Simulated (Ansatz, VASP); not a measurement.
## One calculation of W, two programs

The input INCAR:

```
SYSTEM = W
PREC = Accurate ; ENCUT = 520
EDIFF = 1E-8 ; ISMEAR = -1
SIGMA = 0.05 ; LREAL = .False.
LASPH = .True. ; NELM = 60
ALGO = Normal ; ISIF = 2
LWAVE = .False. ; LCHARG = .False.
GGA = CA ; LEFG = .True.
NBANDS = 13
```

File KPOINTS:

```
regular mesh
0
Gamma
  14 14 14
  0 0 0
```

Contents of POSCAR:

```
W
1.0
    0.0000000000      2.0698140295      2.0698140295
    2.0698140295      0.0000000000      2.0698140295
    2.0698140295      2.0698140295      0.0000000000
W
1
Direct
    0.0000000000      0.0000000000      0.0000000000
```

Input for Ansatz:

```yaml
crystal:
  lattice:
    - [0.0, 2.0698140295, 2.0698140295]
    - [2.0698140295, 0.0, 2.0698140295]
    - [2.0698140295, 2.0698140295, 0.0]
  atoms:
    - { symbol: W, position: [0.0, 0.0, 0.0] }
kpoints:
  mp_grid: { grid: [14, 14, 14] }
scf:
  occupations: { method: fermi_dirac, width: 0.05 }
hamiltonian:
  xc: lda
  pseudopotentials: { kind: paw }
output:
  forces: true
  stress: true
  eigenvalues: true
  efg: { contact_densities: true }
```

Change from the starting cell: volume scaled by 1.06, PAW files.

Alike in both runs: task electric field gradients; functional LDA; k mesh 14 × 14 × 14; occupations fermi-dirac, width 0.05 eV; no spin polarisation.

|  | VASP | Ansatz |
| --- | --- | --- |
| version | VASP 6.6.1 | Ansatz 0.2.0 |
| potentials or method | VASP PAW LDA potentials, release 64 (W_sv) | PAW with Ansatz's default frozen-core files, scalar-relativistic |
| plane-wave cutoff (eV) | 520 | 420 |
| valence electrons in the cell | 14 | 14 |

```tsv
	VASP	Ansatz	Ansatz less VASP
pressure (GPa)	-28.8	-30.0	-1.11
Vzz of the field gradient on the site that differs most (V/Å²)	0.0	0.0	0.00
```

Ansatz warned: «gradients_without_spin_orbit».

Caveats: so large a pressure means that the cell lies far from this level's equilibrium, or that cutoff or potentials fall short (VASP). The runs have no spin-orbit coupling, so splittings on W are missing.
